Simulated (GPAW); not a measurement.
# W (Fm-3m) in GPAW: convergence with plane-wave cutoff (eV)

Aim: find how far plane-wave cutoff (eV) must go before the results for W settle, at LDA. This setting moves, with any that are tied to it; all else stays.

Everything below comes from runs of GPAW 26.7.0. Logs are shortened: lines on timing, memory, paths and dates and some standing lists are left out, and cuts for length are marked. The log counts tension as positive stress, the text compression.

## Step 1: Starting point

The structure is cubic, space group Fm-3m (No. 225). The conventional cell has a = 4.060 Å, b = 4.060 Å, c = 4.060 Å, α = 90.00°, β = 90.00°, γ = 90.00°. Around W (site symmetry m-3m) lie 12 W at 2.87 Å.

This isn't the form of W at room conditions, which is bcc.

## Step 2: With plane-wave cutoff (eV) 200

File run.py:

```python
from ase import Atoms
from ase.dft.bandgap import bandgap
from ase.io import write
from ase.units import GPa
from gpaw import GPAW, PW

atoms = Atoms(['W'],
              cell=[[0.0, 2.03, 2.03],
                    [2.03, 0.0, 2.03],
                    [2.03, 2.03, 0.0]],
              scaled_positions=[[0.0, 0.0, 0.0]],
              pbc=True)

calc = GPAW(mode=PW(200),
            xc='LDA',
            kpts={'size': (11, 11, 11), 'gamma': True},
            occupations={'name': 'fermi-dirac', 'width': 0.05},
            nbands=16,
            convergence={'density': 1e-05, 'energy': 1e-05},
            maxiter=100,
            txt='gpaw.txt')
atoms.calc = calc
energy = atoms.get_potential_energy()
forces = atoms.get_forces()
stress = atoms.get_stress()
calc.write('gs.gpw')
write('result.traj', atoms)
print(f'Energy: {energy:.6f} eV')
print('Forces (eV/A):')
print(forces.round(4))
print('Stress (GPa):', (stress / GPa).round(3))
print('Fermi level:', round(calc.get_fermi_level(), 4), 'eV')
print(f'Gap: {bandgap(calc)[0]:.4f} eV, direct: {bandgap(calc, direct=True)[0]:.4f} eV')
```

Potentials or basis: the program's PAW data sets (release 1.2.1) made for this functional, pw.

Command:

```
> OMP_NUM_THREADS=1 python run.py
```

It took 4.7 s on 1 thread of Arm Neoverse V1, shared host; peak memory 0.11 GiB.

Results:

- Free energy: -11.8697 eV
- Pressure: -26.5 GPa
- Band gap on the k mesh: none (metal or under the smearing width)

## Step 3: With plane-wave cutoff (eV) 250

run.py, as its differences from that of step 2:

```diff
@@ -13,3 +13,3 @@
 
-calc = GPAW(mode=PW(200),
+calc = GPAW(mode=PW(250),
             xc='LDA',
```

Potentials or basis: the program's PAW data sets (release 1.2.1) made for this functional, pw.

Command:

```
> OMP_NUM_THREADS=1 python run.py
```

Run time: 5.2 s. Hardware: 1 thread of Arm Neoverse V1, shared host; peak memory 0.12 GiB.

Results:

| Quantity | Value |
| --- | --- |
| Free energy | -12.0764 eV |
| Pressure | -23.2 GPa |
| Band gap on the k mesh | none (metal or under the smearing width) |

## Step 4: With plane-wave cutoff (eV) 300

run.py, as its differences from that of step 3:

```diff
@@ -13,3 +13,3 @@
 
-calc = GPAW(mode=PW(250),
+calc = GPAW(mode=PW(300),
             xc='LDA',
```

Command:

```
> OMP_NUM_THREADS=1 python run.py
```

Wall time 5.3 s (1 thread of Arm Neoverse V1, shared host); peak memory 0.12 GiB.

What came out:

```yaml
Free_energy: -12.1716 eV
Pressure: -21.4 GPa
Band_gap_on_the_k_mesh: none (metal or under the smearing width)
```

## Step 5: With plane-wave cutoff (eV) 350

run.py, as its differences from that of step 4:

```diff
@@ -13,3 +13,3 @@
 
-calc = GPAW(mode=PW(300),
+calc = GPAW(mode=PW(350),
             xc='LDA',
```

Command:

```
> OMP_NUM_THREADS=1 python run.py
```

It took 6.5 s on 1 thread of Arm Neoverse V1, shared host; peak memory 0.12 GiB.

What came out:

```yaml
Free_energy: -12.2273 eV
Pressure: -20.0 GPa
Band_gap_on_the_k_mesh: none (metal or under the smearing width)
```

## Step 6: With plane-wave cutoff (eV) 400

run.py, as its differences from that of step 5:

```diff
@@ -13,3 +13,3 @@
 
-calc = GPAW(mode=PW(350),
+calc = GPAW(mode=PW(400),
             xc='LDA',
```

Potentials or basis: the program's PAW data sets (release 1.2.1) made for this functional, pw.

Command:

```
> OMP_NUM_THREADS=1 python run.py
```

Wall time 6.7 s (1 thread of Arm Neoverse V1, shared host); peak memory 0.12 GiB.

Results:

```yaml
Free_energy: -12.2493 eV
Pressure: -19.2 GPa
Band_gap_on_the_k_mesh: none (metal or under the smearing width)
```

## Step 7: With plane-wave cutoff (eV) 500

run.py, as its differences from that of step 6:

```diff
@@ -13,3 +13,3 @@
 
-calc = GPAW(mode=PW(400),
+calc = GPAW(mode=PW(500),
             xc='LDA',
```

Command:

```
> OMP_NUM_THREADS=1 python run.py
```

Run time: 7.7 s. Hardware: 1 thread of Arm Neoverse V1, shared host; peak memory 0.13 GiB.

The run converged. Its results:

| Property | Result |
| --- | --- |
| Free energy | -12.2610 eV |
| Pressure | -18.6 GPa |
| Band gap on the k mesh | none (metal or under the smearing width) |

## Step 8: With plane-wave cutoff (eV) 600

run.py, as its differences from that of step 7:

```diff
@@ -13,3 +13,3 @@
 
-calc = GPAW(mode=PW(500),
+calc = GPAW(mode=PW(600),
             xc='LDA',
```

Command:

```
> OMP_NUM_THREADS=1 python run.py
```

Wall time 13 s (1 thread of Arm Neoverse V1, shared host); peak memory 0.14 GiB.

The run converged. Its results:

```
Free energy            : -12.2633 eV
Pressure               : -18.5 GPa
Band gap on the k mesh : none (metal or under the smearing width)
```

## Step 9: With plane-wave cutoff (eV) 800

run.py, as its differences from that of step 8:

```diff
@@ -13,3 +13,3 @@
 
-calc = GPAW(mode=PW(600),
+calc = GPAW(mode=PW(800),
             xc='LDA',
```

Potentials or basis: the program's PAW data sets (release 1.2.1) made for this functional, pw.

Command:

```
> OMP_NUM_THREADS=1 python run.py
```

Run time: 12 s. Hardware: 1 thread of Arm Neoverse V1, shared host; peak memory 0.15 GiB.

The run converged. Its results:

```
Free energy            : -12.2640 eV
Pressure               : -18.5 GPa
Band gap on the k mesh : none (metal or under the smearing width)
```

## Step 10: With plane-wave cutoff (eV) 1000

run.py, as its differences from that of step 9:

```diff
@@ -13,3 +13,3 @@
 
-calc = GPAW(mode=PW(800),
+calc = GPAW(mode=PW(1000),
             xc='LDA',
```

Potentials or basis: the program's PAW data sets (release 1.2.1) made for this functional, pw.

Command:

```
> OMP_NUM_THREADS=1 python run.py
```

gpaw.txt:

```text
__  _  _
 | _ |_)|_||  |
 |__||  | ||/\| - 26.7.0

Input parameters:
  mode=PW(ecut=1000.0),
  convergence={'density': 1e-05, 'energy': 1e-05},
  kpts=MonkhorstPack(size=(11, 11, 11), gamma=True),
  maxiter=100,
  nbands=16,
  occupations=Occupations(name='fermi-dirac', width=0.05),
  xc=XC(name='LDA')

Diagonalizing LCAO Hamiltonian
Converting LCAO to pw mode

       W

Atoms  # Å, Bohr magnetons
|   | symbol |        x |        y |        z |    initial magnetic moments |
|---|--------|----------|----------|----------|-----------------------------|
| 0 |      W | 0.000000 | 0.000000 | 0.000000 | ( 0.0000,  0.0000,  0.0000) |

Unit cell  # Å
| periodic |        x |        y |        z |  lengths |    angles |
|----------|----------|----------|----------|----------|-----------|
|      yes | 0.000000 | 2.030000 | 2.030000 | 2.870854 | 60.000000 |
|      yes | 2.030000 | 0.000000 | 2.030000 | 2.870854 | 60.000000 |
|      yes | 2.030000 | 2.030000 | 0.000000 | 2.870854 | 60.000000 |

Number of symmetries: 48
Symmetry operations  # r_c * U_cc + t_c -> r_c
|    | kind |            matrix            |
|----|------|------------------------------|
|  0 |  σ   |  1, 0, 0,  1, 0,-1,  1,-1, 0 |
|  1 |  C2  |  1, 0, 0,  1,-1, 0,  1, 0,-1 |
|  2 |  E   |  1, 0, 0,  0, 1, 0,  0, 0, 1 |
|  3 |  σ   |  1, 0, 0,  0, 0, 1,  0, 1, 0 |
|  4 |  C4  |  1, 0,-1,  1, 0, 0,  1,-1, 0 |
|  5 |  S6  |  1, 0,-1,  1,-1, 0,  1, 0, 0 |
|  6 |  σ   |  1, 0,-1,  0, 1,-1,  0, 0,-1 |
|  7 |  C3  |  1, 0,-1,  0, 0,-1,  0, 1,-1 |
|  8 |  S6  |  1,-1, 0,  1, 0, 0,  1, 0,-1 |
|  9 |  C4  |  1,-1, 0,  1, 0,-1,  1, 0, 0 |
| 10 |  C3  |  1,-1, 0,  0,-1, 1,  0,-1, 0 |
| 11 |  σ   |  1,-1, 0,  0,-1, 0,  0,-1, 1 |
| 12 |  σ   |  0, 1, 0,  1, 0, 0,  0, 0, 1 |
| 13 |  C4  |  0, 1, 0,  0, 1,-1, -1, 1, 0 |
| 14 |  C3  |  0, 1, 0,  0, 0, 1,  1, 0, 0 |
| 15 |  S6  |  0, 1, 0, -1, 1, 0,  0, 1,-1 |
| 16 |  C2  |  0, 1,-1,  1, 0,-1,  0, 0,-1 |
| 17 |  σ   |  0, 1,-1,  0, 1, 0, -1, 1, 0 |
| 18 |  S4  |  0, 1,-1,  0, 0,-1,  1, 0,-1 |
| 19 |  C4  |  0, 1,-1, -1, 1, 0,  0, 1, 0 |
| 20 |  C3  |  0, 0, 1,  1, 0, 0,  0, 1, 0 |
| 21 |  σ   |  0, 0, 1,  0, 1, 0,  1, 0, 0 |
| 22 |  S6  |  0, 0, 1,  0,-1, 1, -1, 0, 1 |
| 23 |  C4  |  0, 0, 1, -1, 0, 1,  0,-1, 1 |
| 24 |  S4  |  0, 0,-1,  1, 0,-1,  0, 1,-1 |
| 25 |  C3  |  0, 0,-1,  0, 1,-1,  1, 0,-1 |
| 26 |  C2  |  0, 0,-1,  0,-1, 0, -1, 0, 0 |
| 27 |  S6  |  0, 0,-1, -1, 0, 0,  0,-1, 0 |
| 28 |  S4  |  0,-1, 1,  1,-1, 0,  0,-1, 0 |
| 29 |  C4  |  0,-1, 1,  0, 0, 1, -1, 0, 1 |
| 30 |  C2  |  0,-1, 1,  0,-1, 0,  1,-1, 0 |
| 31 |  σ   |  0,-1, 1, -1, 0, 1,  0, 0, 1 |
| 32 |  C3  |  0,-1, 0,  1,-1, 0,  0,-1, 1 |
| 33 |  S6  |  0,-1, 0,  0, 0,-1, -1, 0, 0 |
| 34 |  S4  |  0,-1, 0,  0,-1, 1,  1,-1, 0 |
| 35 |  C2  |  0,-1, 0, -1, 0, 0,  0, 0,-1 |
| 36 |  C2  | -1, 1, 0,  0, 1, 0,  0, 1,-1 |
| 37 |  S6  | -1, 1, 0,  0, 1,-1,  0, 1, 0 |
| 38 |  S4  | -1, 1, 0, -1, 0, 1, -1, 0, 0 |
| 39 |  C3  | -1, 1, 0, -1, 0, 0, -1, 0, 1 |
| 40 |  S6  | -1, 0, 1,  0, 0, 1,  0,-1, 1 |
| 41 |  C2  | -1, 0, 1,  0,-1, 1,  0, 0, 1 |
| 42 |  C3  | -1, 0, 1, -1, 1, 0, -1, 0, 0 |
| 43 |  S4  | -1, 0, 1, -1, 0, 0, -1, 1, 0 |
| 44 |  C2  | -1, 0, 0,  0, 0,-1,  0,-1, 0 |
| 45 |  i   | -1, 0, 0,  0,-1, 0,  0, 0,-1 |
| 46 |  σ   | -1, 0, 0, -1, 1, 0, -1, 0, 1 |
| 47 |  C2  | -1, 0, 0, -1, 0, 1, -1, 1, 0 |

BZ-sampling:
  Number of BZ points: 1331
  Number of IBZ points: 56

  Monkhorst-Pack size: [11, 11, 11]
  Monkhorst-Pack shift: [0, 0, 0]

K-points  # in reciprocal-cell coordinates
|     |                                coordinates |     weight |
|-----|--------------------------------------------|------------|
|   0 | (  0.00000000,   0.00000000,   0.00000000) | 0.00075131 |
|   1 | (  0.09090909,   0.09090909,   0.00000000) | 0.00450789 |
|   2 | (  0.09090909,   0.09090909,   0.09090909) | 0.00601052 |
|   3 | (  0.18181818,   0.09090909,   0.09090909) | 0.00901578 |
|   4 | (  0.18181818,   0.18181818,   0.00000000) | 0.00450789 |
|   5 | (  0.18181818,   0.18181818,   0.09090909) | 0.01803156 |
|   6 | (  0.18181818,   0.18181818,   0.18181818) | 0.00601052 |
|   7 | (  0.27272727,   0.18181818,   0.09090909) | 0.01803156 |
|   8 | (  0.27272727,   0.18181818,   0.18181818) | 0.01803156 |
|   9 | (  0.27272727,   0.27272727,   0.00000000) | 0.00450789 |
| ... |                                            |            |
|  55 | (  0.45454545,   0.45454545,   0.45454545) | 0.00601052 |

Plane wave coefficients: 1243
Cutoff: 1000.0 eV

Spin-components: 1 (collinear spins)
Bands:           16
Projectors:      6
Spin-degeneracy: 2
Datatype:        complex128

Parallelization:
  kpt:    1
  domain: 1
  band:   1

Density:
  Valence electrons: 14.0
  Components: 1
  Grid points: [21 21 21]
  Charge: 0.0  # |e|

Potential:
  Grid points: [21 21 21]

species:
  W:
    name:    Tungsten
    Z:       74.0
    valence: 14
    core:    60
    charge:  0.0  # [|e|]
    compensation charges:
      type: gauss
      rc: 0.40  # [Å]
      lmax: 2
    cutoffs:
      filter: 2.36  # [Å]
      core: 3.02  # [Å]
    projectors
    | kind |    occ | energy [eV] | rcut [Å] |
    |------|--------|-------------|----------|
    |   5s |  2.000 |     -79.053 |    1.344 |
    |   6s |  2.000 |      -5.886 |    1.344 |
    |   5p |  6.000 |     -43.417 |    1.355 |
    |   6p |  0.000 |      -1.469 |    1.355 |
    |   5d |  4.000 |      -4.693 |    1.228 |
    |    d |        |      22.518 |    1.228 |

    Using partial waves for W as LCAO basis

Reference energy: -438516.106214  # eV

eigensolver:
  PPCG
  Converge bands: occupied
  niter=2

density mixing:
  MSR1-Mixer
  Pratt-step length: 0.05
  Maximum mixing coefficient: 0.75
  Old densities: 10
  SVD Regularization: 0.005
  Good broyden scale: 1.0
  Trust region scale: 1.0
  Backstep threshold: 4.0
  History deletion threshold: 6.0
  Fourier metric: weight=20.0, sigma=0.015

occupation numbers:
  Fermi-Dirac:
    width: 0.0500  # eV

poisson solver:
  ecut: 8000.0  # eV

xc functional:
  name: None

convergence criteria:
- Maximum integral of absolute [dens]ity change: 1e-05 electrons / valence electron
- Maximum [total energy] change in last 3 cyles: 1e-05 eV / valence electron
- Maximum integral of absolute [eigenst]ate change: 4e-08 eV^2 / valence electron
maximum number of iterations: 100

SCF iterations
|iter     | |      energy | eigst |  dens |
|---------|-|-------------|-------|-------|
|iter:   1| |  -12.510118 | -0.12 |       |
|iter:   2| |  -12.468111 | -3.19 | -1.24 |
|iter:   3| |  -12.259824 | -2.19 | -1.28 |
|iter:   4| |  -12.259293 | -3.80 | -1.98 |
|iter:   5| |  -12.259701 | -4.81 | -2.37 |
|iter:   6| |  -12.259703 | -7.57c| -3.66 |
|iter:   7| |  -12.259704c| -8.30c| -4.09 |
|iter:   8| |  -12.259704c| -9.25c| -5.43c|

Converged in 8 steps
Energy contributions relative to reference atoms: (reference = -438516.106214)

Energy contributions:
  Kinetic:          -1.072388
  Coulomb:          -1.258822
  Zero:             -0.060223
  External:          0.000000
  Xc:               -9.863934
  Entropy:          -0.008673
  Spinorbit:         0.000000
  ----------------------------
  Free energy:     -12.264040
  Extrapolated:    -12.259704

dipole moment: (-15.187101, -15.187101, -15.187101)  # |e|*Ang

Fermi level: 12.868
Eigenvalues  # (at kpt = [0.000, 0.000, 0.000])
| band index |      eig [eV] | occ [0-2] |
|------------|---------------|-----------|
|          0 |       -60.588 |     2.000 |
|          1 |       -24.490 |     2.000 |
|          2 |       -24.490 |     2.000 |
|          3 |       -24.490 |     2.000 |
|          4 |         4.083 |     2.000 |
|          5 |        12.329 |     2.000 |
[... 8 lines left out ...]
|         14 |        35.286 |     0.000 |
|         15 |        46.251 |     0.000 |

No gap
No difference between direct/indirect transitions

Forces  # eV/Ang
|        x |        y |        z |
|----------|----------|----------|
| -0.00000 | -0.00000 | -0.00000 |  # W    0

Stress tensor  # eV/Ang^3
|        x |         y |         z |
|----------|-----------|-----------|
| 0.115369 |  0.000000 |  0.000000 |
| 0.000000 |  0.115369 | -0.000000 |
| 0.000000 | -0.000000 |  0.115369 |

# Writing to gs.gpw (mode='')
```

Wall time 20 s (1 thread of Arm Neoverse V1, shared host); peak memory 0.16 GiB.

Results:

```
Free energy            : -12.2640 eV
Pressure               : -18.5 GPa
Band gap on the k mesh : none (metal or under the smearing width)
```

## Step 11: Result

```tsv
plane-wave cutoff (eV)	energy less the tightest run, at zero smearing (meV/atom)	pressure (GPa)	SCF cycles	CPU time (s)	peak memory (GiB)
200	394.26	-26.46	8	4.7	0.11
250	187.59	-23.19	8	5.2	0.12
300	92.44	-21.39	8	5.3	0.12
350	36.75	-19.98	8	6.5	0.12
400	14.72	-19.15	8	6.7	0.12
500	3.00	-18.62	8	7.7	0.13
600	0.72	-18.52	8	13	0.14
800	0.02	-18.49	8	12	0.15
1000	0.00	-18.48	8	20	0.16
```

Against the tightest run, the energy stays within 1 meV/atom from 600 on; the pressure stays within 0.1 GPa from 600 on. The tightest run that finished is the yardstick and may itself not be fully converged.

Caveats: so large a pressure means that the cell lies far from this level's equilibrium, or that cutoff or potentials fall short.
